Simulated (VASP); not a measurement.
# PbS (Cmcm) in VASP: notebook

One crystal, PbS, is run at these levels: r2SCAN, PBE; tasks: single point.

Everything below comes from runs of VASP 6.6.1. Logs are shortened: lines on timing, memory, paths and dates and some standing lists are left out, and cuts for length are marked.

## 1. The cell of the first run

Symmetry: Cmcm, No. 63, orthorhombic system. The conventional cell has a = 4.092 Å, b = 11.636 Å, c = 4.223 Å, α = 90.00°, β = 90.00°, γ = 90.00°. Pb (site symmetry m2m) has 5 S at 2.68 to 2.95 Å as nearest neighbours. S (site symmetry m2m) has 5 Pb at 2.68 to 2.95 Å as nearest neighbours.

Measurements of this composition are mostly on another form, of space group No. 225.

## 2. Single point, r2SCAN (hydrostatic strain -0.9%)

POSCAR reads:

```
PbS
1.0
    2.0457938007     -5.8182129817      0.0000000000
    2.0457938007      5.8182129817      0.0000000000
    0.0000000000      0.0000000000      4.2233765193
Pb S
2 2
Direct
    0.8739959071      0.1260040929      0.7500000000
    0.1260040929      0.8739959071      0.2500000000
    0.6434210233      0.3565789767      0.7500000000
    0.3565789767      0.6434210233      0.2500000000
```

INCAR.step1 reads:

```
ALGO = Normal
EDIFF = 1E-4
ENCUT = 520
GGA = PE
ISMEAR = 0
LASPH = True
LCHARG = False
LREAL = False
LWAVE = True
NBANDS = 28
NELM = 100
PREC = Accurate
SIGMA = 0.01
```

INCAR.step2 reads:

```
ALGO = Normal
EDIFF = 1E-6
ENCUT = 520
ISIF = 2
ISMEAR = 0
ISTART = 1
LASPH = True
LCHARG = False
LMIXTAU = True
LREAL = False
LWAVE = False
METAGGA = R2SCAN
NBANDS = 28
NELM = 100
PREC = Accurate
SIGMA = 0.01
```

KPOINTS reads:

```
k-points
0
Gamma
  6 6 6
```

Potentials or basis: VASP PAW PBE potentials, release 64 (Pb_d, S).

Started as:

```console
cat potpaw_PBE.64/Pb_d/POTCAR potpaw_PBE.64/S/POTCAR > POTCAR
cp INCAR.step1 INCAR
mpirun -np 1 vasp_std > vasp.out
cp INCAR.step2 INCAR
mpirun -np 1 vasp_std > vasp.out
```

OUTCAR:

```text
EDIFF = 1E-6
   ENCUT = 520
   ISIF = 2
   ISMEAR = 0
   ISTART = 1
   LASPH = True
   LREAL = False
   METAGGA = R2SCAN
   NELM = 100
   PREC = Accurate

 ion  position               nearest neighbor table
   1  0.874  0.126  0.750-   3 2.68   4 2.95   4 2.95   4 2.95   4 2.95   2 3.61   2 3.61   2 4.12
                             2 4.12   2 4.12   2 4.12
   2  0.126  0.874  0.250-   4 2.68   3 2.95   3 2.95   3 2.95   3 2.95   1 3.61   1 3.61   1 4.12
                             1 4.12   1 4.12   1 4.12
   3  0.643  0.357  0.750-   1 2.68   2 2.95   2 2.95   2 2.95   2 2.95
   4  0.357  0.643  0.250-   2 2.68   1 2.95   1 2.95   1 2.95   1 2.95

  LATTYP: Found a base centered orthorhombic cell.
 ALAT       =     4.0915876014
 B/A-ratio  =     2.8439879814
 C/A-ratio  =     1.0322097266

  Lattice vectors:

 A1 = (   2.0457938007,  -5.8182129817,   0.0000000000)
 A2 = (   2.0457938007,   5.8182129817,   0.0000000000)
 A3 = (   0.0000000000,   0.0000000000,   4.2233765193)

Analysis of symmetry for initial positions (statically):
=====================================================================
 Subroutine PRICEL returns:
 Original cell was already a primitive cell.

 Routine SETGRP: Setting up the symmetry group for a
 base centered orthorhombic supercell.

 Subroutine GETGRP returns: Found  8 space group operations
 (whereof  4 operations were pure point group operations)
 out of a pool of  8 trial point group operations.

The static configuration has the point symmetry C_2h.
 The point group associated with its full space group is D_2h.

Analysis of symmetry for dynamics (positions and initial velocities):
=====================================================================
 Subroutine PRICEL returns:
 Original cell was already a primitive cell.

 Routine SETGRP: Setting up the symmetry group for a
 base centered orthorhombic supercell.

 Subroutine GETGRP returns: Found  8 space group operations
 (whereof  4 operations were pure point group operations)
 out of a pool of  8 trial point group operations.

The dynamic configuration has the point symmetry C_2h.
 The point group associated with its full space group is D_2h.

 Subroutine INISYM returns: Found  8 space group operations
 (whereof  4 operations are pure point group operations),
 and found     1 'primitive' translations

----------------------------------------------------------------------------------------

                                     Primitive cell

  volume of cell :     100.5406

  direct lattice vectors                    reciprocal lattice vectors
     2.045793801 -5.818212982  0.000000000     0.244403908 -0.085937040  0.000000000
     2.045793801  5.818212982  0.000000000     0.244403908  0.085937040  0.000000000
     0.000000000  0.000000000  4.223376519     0.000000000  0.000000000  0.236777374

  length of vectors
     6.167404201  6.167404201  4.223376519     0.259072278  0.259072278  0.236777374

  position of ions in fractional coordinates (direct lattice)
     0.873995907  0.126004093  0.750000000
     0.126004093  0.873995907  0.250000000
     0.643421023  0.356578977  0.750000000
     0.356578977  0.643421023  0.250000000

  ion indices of the primitive-cell ions
   primitive index   ion index
                 1           1
                 2           2
                 3           3
                 4           4

----------------------------------------------------------------------------------------

 KPOINTS: k-points

Automatic generation of k-mesh.
 Grid dimensions read from file:
 generate k-points for:    6    6    6

 Generating k-lattice:

  Cartesian coordinates                     Fractional coordinates (reciprocal lattice)
     0.040733985 -0.014322840  0.000000000     0.166666667 -0.000000000  0.000000000
     0.040733985  0.014322840  0.000000000    -0.000000000  0.166666667  0.000000000
     0.000000000  0.000000000  0.039462896     0.000000000  0.000000000  0.166666667

  Length of vectors
     0.043178713  0.043178713  0.039462896

  Shift w.r.t. Gamma in fractional coordinates (k-lattice)
     0.000000000  0.000000000  0.000000000

 Subroutine IBZKPT returns following result:
 ===========================================

 Found     52 irreducible k-points:

 Following reciprocal coordinates:
            Coordinates               Weight
  0.000000  0.000000  0.000000      1.000000
  0.166667 -0.000000  0.000000      4.000000
  0.333333  0.000000  0.000000      4.000000
  0.500000  0.000000  0.000000      2.000000
  0.166667  0.166667  0.000000      2.000000
  0.333333  0.166667  0.000000      4.000000
[... 16 lines left out ...]
  0.333333  0.333333  0.166667      4.000000
  0.500000  0.333333  0.166667      8.000000
 [... further k-points ...]
   k-points           NKPTS =     52   k-points in BZ     NKDIM =     52   number of bands    NBANDS=     28
   number of dos      NEDOS =    301   number of ions     NIONS =      4
   total plane-waves  NPLWV =  73728
   dimension x,y,z NGX =    48 NGY =   48 NGZ =   32
   dimension x,y,z NGXF=    96 NGYF=   96 NGZF=   64
   ions per type =               2   2
   NGX,Y,Z   is equivalent  to a cutoff of  12.94, 12.94, 12.60 a.u.
   NGXF,Y,Z  is equivalent  to a cutoff of  25.88, 25.88, 25.19 a.u.
 SYSTEM =  unknown system
   PREC   = accura    normal or accurate (medium, high low for compatibility)
   ISTART =      1    job   : 0-new  1-cont  2-samecut
   ICHARG =      0    charge: 1-file 2-atom 10-const
   ISPIN  =      1    spin polarized calculation?
   LNONCOLLINEAR =      F non collinear calculations
   LSORBIT =      F    spin-orbit coupling
   LASPH  =      T    aspherical Exc in radial PAW
   ENCUT  =  520.0 eV  38.22 Ry    6.18 a.u.  11.47 11.47  7.85*2*pi/ulx,y,z
   NELM   =    100;   NELMIN=  2; NELMDL=  0     # of ELM steps
   EDIFF  = 0.1E-05   stopping-criterion for ELM
   LREAL  =      F    real-space projection
   EDIFFG = 0.1E-04   stopping-criterion for IOM
   NSW    =      0    number of steps for IOM
   IBRION =     -1    ionic relax: 0-MD 1-quasi-New 2-CG
   NFREE  =      0    steps in history (QN), initial steepest desc. (CG)
   ISIF   =      2    stress and relaxation
   ISYM   =      2    0-nonsym 1-usesym 2-fastsym
   POTIM  = 0.5000    time-step for ionic-motion
   TEBEG  =    0.0;   TEEND  =   0.0 temperature during run
   PSTRESS=    0.0 pullay stress
   NELECT =      40.0000    total number of electrons
   NUPDOWN=      -1.0000    fix difference up-down
   EMIN   =  10.00;   EMAX   =-10.00  energy-range for DOS
   EFERMI =   0.00;   METHOD = LEGACY
   ISMEAR =     0;   SIGMA  =   0.01  broadening in eV -4-tet -1-fermi 0-gaus
   EFERMI_NEDOS =   21; number of points for ismear=-14 and -15
   IALGO  =     38    algorithm
   IMIX   =      4    mixing-type and parameters
     AMIX     =   0.40;   BMIX     =  1.00
     AMIX_MAG =   1.60;   BMIX_MAG =  1.00
  volume/ion in A,a.u.               =      25.14       169.62
  Fermi-wavevector in a.u.,A,eV,Ry     =   1.204059  2.275341 19.725153  1.449758
  Thomas-Fermi vector in A             =   2.339795
   LORBIT       =      0    0 simple, 1 ext, 2 COOP (PROOUT), +10 PAW based schemes
   METAGGA = R2SCAN    functional components
   LHFCALC =     F    Hartree Fock is set to
   AEXX    =    0.0000 exact exchange contribution
   IVDW    =     0    specifies the selected vdW correction
   LEPSILON=     F    determine dielectric tensor
   LRPA    =     F    only Hartree local field effects (RPA)
 non-spin polarized calculation
 Gauss-broadening in eV      SIGMA  =   0.01
  energy-cutoff  :      520.00
  volume of cell :      100.54
 maximum number of plane-waves:      2744
 NGX is ok and might be reduce to    48
   NGX = 23   NGY = 23   NGZ = 15

 number of electron      40.0000001 magnetization

 Free energy of the ion-electron system (eV)
  ---------------------------------------------------
  ext. energy  EPLUGINS =         0.00000000
  ---------------------------------------------------
  free energy    TOTEN  =      -131.09265005 eV

  energy without entropy =     -131.09265005  energy(sigma->0) =     -131.09265005

 E-fermi :   5.5284     XC(G=0): -10.4491

 val. band max:        5.4353426795   @ k =   0.5000   0.5000   0.3333
 cond. band min:       6.7567542792   @ k =   0.5000   0.5000   0.0000
 fundamental gap:      1.3214115997
 Fermi energy:         5.5283765302

 k-point     1 :       0.0000    0.0000    0.0000
  band No.  band energies     occupation
      1     -11.6456      2.00000
      2     -11.5178      2.00000
      3     -11.5147      2.00000
      4     -11.4914      2.00000
      5     -11.4478      2.00000
      6     -11.4454      2.00000
[... 20 lines left out ...]
     27      12.1156      0.00000
     28      12.9753      0.00000

 k-point     2 :       0.1667   -0.0000    0.0000
  band No.  band energies     occupation
      1     -11.6244      2.00000
      2     -11.5114      2.00000
      3     -11.5082      2.00000
      4     -11.4754      2.00000
      5     -11.4593      2.00000
      6     -11.4513      2.00000
[... 20 lines left out ...]
     27      12.5201      0.00000
     28      13.4144      0.00000

 k-point     3 :       0.3333    0.0000    0.0000
  band No.  band energies     occupation
      1     -11.5762      2.00000
      2     -11.5070      2.00000
      3     -11.5004      2.00000
      4     -11.4838      2.00000
      5     -11.4594      2.00000
      6     -11.4576      2.00000
[... 20 lines left out ...]
     27      13.9338      0.00000
     28      14.0353      0.00000

 k-point     4 :       0.5000    0.0000    0.0000
  band No.  band energies     occupation
      1     -11.5375      2.00000
      2     -11.5168      2.00000
      3     -11.5057      2.00000
      4     -11.4974      2.00000
      5     -11.4648      2.00000
      6     -11.4590      2.00000
[... 578 lines left out ...]
     27      11.9874      0.00000
     28      13.6011      0.00000

 k-point    23 :       0.3333    0.3333    0.1667
  band No.  band energies     occupation
      1     -11.5728      2.00000
      2     -11.5284      2.00000
      3     -11.5072      2.00000
      4     -11.4750      2.00000
      5     -11.4683      2.00000
      6     -11.4541      2.00000
[... 20 lines left out ...]
     27      13.0420      0.00000
     28      13.8288      0.00000

 k-point    24 :       0.5000    0.3333    0.1667
  band No.  band energies     occupation
      1     -11.6001      2.00000
      2     -11.5094      2.00000
      3     -11.4869      2.00000
      4     -11.4792      2.00000
      5     -11.4669      2.00000
      6     -11.4519      2.00000
[... 20 lines left out ...]
     27      13.1789      0.00000
     28      13.9094      0.00000

 [... further k-points ...]
[... 5 lines left out ...]
  --------------------------------------------------------------------------------------
  -------------------------------------------------------------------------------------
  Total        1.5769198      1.2016419      1.6157250      0.0000000      0.0000000      0.0000000
  in kB       25.1292150     19.1489248     25.7476004      0.0000000      0.0000000      0.0000000
  external PRESSURE =      23.3419134 kB  Pullay stress =       0.0000000 kB

 VOLUME and BASIS-vectors are now :
 -----------------------------------------------------------------------------
  energy-cutoff  :      520.00
  volume of cell :      100.54
      direct lattice vectors                 reciprocal lattice vectors
     2.045793801 -5.818212982  0.000000000     0.244403908 -0.085937040  0.000000000
     2.045793801  5.818212982  0.000000000     0.244403908  0.085937040  0.000000000
     0.000000000  0.000000000  4.223376519     0.000000000  0.000000000  0.236777374

 POSITION                                       TOTAL-FORCE (eV/Angst)
 -----------------------------------------------------------------------------------
      2.04579     -4.35198      3.16753         0.000000      0.019594      0.000000
      2.04579      4.35198      1.05584         0.000000     -0.019594     -0.000000
      2.04579     -1.66891      3.16753         0.000000     -0.000588      0.000000
      2.04579      1.66891      1.05584         0.000000      0.000588      0.000000
 -----------------------------------------------------------------------------------
    total drift:                               -0.000000     -0.000000      0.000000

  FREE ENERGIE OF THE ION-ELECTRON SYSTEM (eV)
  ---------------------------------------------------
  free  energy   TOTEN  =      -131.0926500549 eV

  energy  without entropy=     -131.0926500549  energy(sigma->0) =     -131.09265005
```

Wall time 5.8 min (1 thread of Intel Xeon Platinum 8488C (Sapphire Rapids), shared host); peak memory 0.36 GiB.

What came out:

* Free energy: -131.0927 eV
* Pressure: 2.3 GPa
* Largest force: 0.020 eV/Å
* Band gap on the k mesh: 1.32 eV, indirect (least direct gap 1.60 eV)

Forces on the atoms (eV/Å):
```
Pb   0.000  0.020  0.000
Pb   0.000 -0.020  0.000
S    0.000 -0.001  0.000
S    0.000  0.001  0.000
```

Stress tensor (GPa, compression positive):
```
2.51 0.00 0.00
0.00 1.91 0.00
0.00 0.00 2.57
```

Levels at points of the mesh, in eV from the valence-band top:
| k point | band 16 | band 17 | band 18 | band 19 | band 20 | band 21 | band 22 | band 23 | band 24 | band 25 |
| --- | --- | --- | --- | --- | --- | --- | --- | --- | --- | --- |
| (0.00, 0.00, 0.00) | -3.32 | -2.62 | -1.96 | -1.72 | -0.65 | 5.02 | 5.05 | 5.32 | 5.97 | 6.49 |
| (0.50, 0.00, 0.00) | -2.25 | -1.59 | -1.36 | -0.40 | -0.38 | 2.07 | 2.16 | 2.30 | 3.36 | 3.53 |
| (0.50, 0.50, 0.00) | -2.90 | -2.22 | -1.97 | -1.53 | -0.57 | 1.32 | 4.78 | 5.14 | 5.29 | 6.15 |
| (0.00, 0.00, 0.50) | -3.12 | -1.31 | -1.31 | -0.09 | -0.09 | 2.10 | 2.10 | 3.02 | 3.02 | 5.62 |
| (0.50, 0.00, 0.50) | -4.67 | -3.54 | -3.54 | -1.61 | -1.61 | 3.65 | 3.65 | 5.84 | 5.84 | 7.01 |
| (0.50, 0.50, 0.50) | -1.43 | -1.33 | -1.33 | -0.52 | -0.52 | 2.08 | 2.08 | 3.54 | 3.54 | 3.86 |

Caveat: the PAW data sets were made with another functional, which shifts forces and pressure a little; spin-orbit coupling is left out, which as a rule narrows the gap of such compounds by several tenths of an eV.

## 3. Single point, PBE (hydrostatic strain -0.9%)

INCAR reads:

```
SYSTEM = PbS
PREC = Accurate
ENCUT = 520
EDIFF = 1E-7
ISMEAR = -1
SIGMA = 0.02
LREAL = .FALSE.
LASPH = .TRUE.
NELM = 100
ALGO = Fast
ISIF = 2
LWAVE = .FALSE.
LCHARG = .TRUE.
GGA = PE
LELF = .TRUE.
LVHAR = .TRUE.
NBANDS = 28
```

KPOINTS reads:

```
regular mesh
0
G
  6 6 6
  0 0 0
```

POSCAR is that of step 2.

Potentials or basis: VASP PAW PBE potentials, release 64 (Pb_d, S).

Started as:

```console
cat potpaw_PBE.64/Pb_d/POTCAR potpaw_PBE.64/S/POTCAR > POTCAR
mpirun -np 1 vasp_std > vasp.out
```

OUTCAR:

```text
SYSTEM = PbS
   PREC = Accurate
   ENCUT = 520
   EDIFF = 1E-7
   ISMEAR = -1
   LREAL = .FALSE.
   LASPH = .TRUE.
   NELM = 100
   ISIF = 2
   GGA = PE

 ion  position               nearest neighbor table
   1  0.874  0.126  0.750-   3 2.68   4 2.95   4 2.95   4 2.95   4 2.95   2 3.61   2 3.61   2 4.12
                             2 4.12   2 4.12   2 4.12
   2  0.126  0.874  0.250-   4 2.68   3 2.95   3 2.95   3 2.95   3 2.95   1 3.61   1 3.61   1 4.12
                             1 4.12   1 4.12   1 4.12
   3  0.643  0.357  0.750-   1 2.68   2 2.95   2 2.95   2 2.95   2 2.95
   4  0.357  0.643  0.250-   2 2.68   1 2.95   1 2.95   1 2.95   1 2.95

[... 951 lines left out ...]
  -------------------------------------------------------------------------------------
  Total        2.0955542      2.0238226      2.1474375      0.0000000      0.0000000      0.0000000
  in kB       33.3939818     32.2508941     34.2207746      0.0000000      0.0000000      0.0000000
  external PRESSURE =      33.2885502 kB  Pullay stress =       0.0000000 kB

 VOLUME and BASIS-vectors are now :
 -----------------------------------------------------------------------------
  energy-cutoff  :      520.00
  volume of cell :      100.54
      direct lattice vectors                 reciprocal lattice vectors
     2.045793801 -5.818212982  0.000000000     0.244403908 -0.085937040  0.000000000
     2.045793801  5.818212982  0.000000000     0.244403908  0.085937040  0.000000000
     0.000000000  0.000000000  4.223376519     0.000000000  0.000000000  0.236777374

 POSITION                                       TOTAL-FORCE (eV/Angst)
 -----------------------------------------------------------------------------------
      2.04579     -4.35198      3.16753         0.000000     -0.065674     -0.000000
      2.04579      4.35198      1.05584         0.000000      0.065674      0.000000
      2.04579     -1.66891      3.16753         0.000000      0.132128      0.000000
      2.04579      1.66891      1.05584         0.000000     -0.132128      0.000000
 -----------------------------------------------------------------------------------
    total drift:                               -0.000000     -0.000000      0.000000

  FREE ENERGIE OF THE ION-ELECTRON SYSTEM (eV)
  ---------------------------------------------------
  free  energy   TOTEN  =       -17.3071515490 eV

  energy  without entropy=      -17.3071515490  energy(sigma->0) =      -17.30715155
```

OSZICAR:

```text
N       E                     dE             d eps       ncg     rms          rms(c)
DAV:   1     0.423610985115E+03    0.42361E+03   -0.19078E+04  2912   0.156E+03
DAV:   2     0.312851015647E+02   -0.39233E+03   -0.38010E+03  2952   0.412E+02
DAV:   3    -0.158438829711E+02   -0.47129E+02   -0.45758E+02  3748   0.158E+02
DAV:   4    -0.181649801042E+02   -0.23211E+01   -0.23116E+01  3464   0.350E+01
DAV:   5    -0.182571407181E+02   -0.92161E-01   -0.92148E-01  3856   0.748E+00    0.685E+00
RMM:   6    -0.173042279095E+02    0.95291E+00   -0.14131E+00  3481   0.549E+00    0.460E+00
RMM:   7    -0.173089068300E+02   -0.46789E-02   -0.51798E-01  4233   0.362E+00    0.275E+00
RMM:   8    -0.173180947782E+02   -0.91879E-02   -0.92729E-02  3444   0.212E+00    0.710E-01
RMM:   9    -0.173062207695E+02    0.11874E-01   -0.25030E-02  3757   0.138E+00    0.114E-01
RMM:  10    -0.173070230151E+02   -0.80225E-03   -0.97836E-03  4525   0.680E-01    0.677E-02
RMM:  11    -0.173071750046E+02   -0.15199E-03   -0.14119E-03  4319   0.219E-01    0.699E-02
RMM:  12    -0.173071592681E+02    0.15737E-04   -0.20479E-04  4364   0.992E-02    0.346E-02
RMM:  13    -0.173071522947E+02    0.69733E-05   -0.63615E-05  3707   0.500E-02    0.228E-02
RMM:  14    -0.173071513238E+02    0.97095E-06   -0.14402E-05  4388   0.351E-02    0.111E-02
RMM:  15    -0.173071516199E+02   -0.29607E-06   -0.43446E-06  4067   0.126E-02    0.103E-02
RMM:  16    -0.173071515490E+02    0.70856E-07   -0.70747E-07  3286   0.562E-03
   1 F= -.17307152E+02 E0= -.17307152E+02  d E =-.207860E-11
```

Wall time 1.7 min (1 thread of Intel Xeon 6975P-C (Granite Rapids), shared host); peak memory 0.32 GiB.

Results:

```yaml
Free_energy: -17.3072 eV
Pressure: 3.3 GPa
Largest_force: 0.132 eV/Å
Band_gap_on_the_k_mesh: 1.07 eV, indirect (least direct gap 1.24 eV)
```

Forces in eV/Å, atoms in the order of the input:
```
Pb   0.000 -0.066  0.000
Pb   0.000  0.066  0.000
S    0.000  0.132  0.000
S    0.000 -0.132  0.000
```

Caveat: spin-orbit coupling is left out, which as a rule narrows the gap of such compounds by several tenths of an eV.
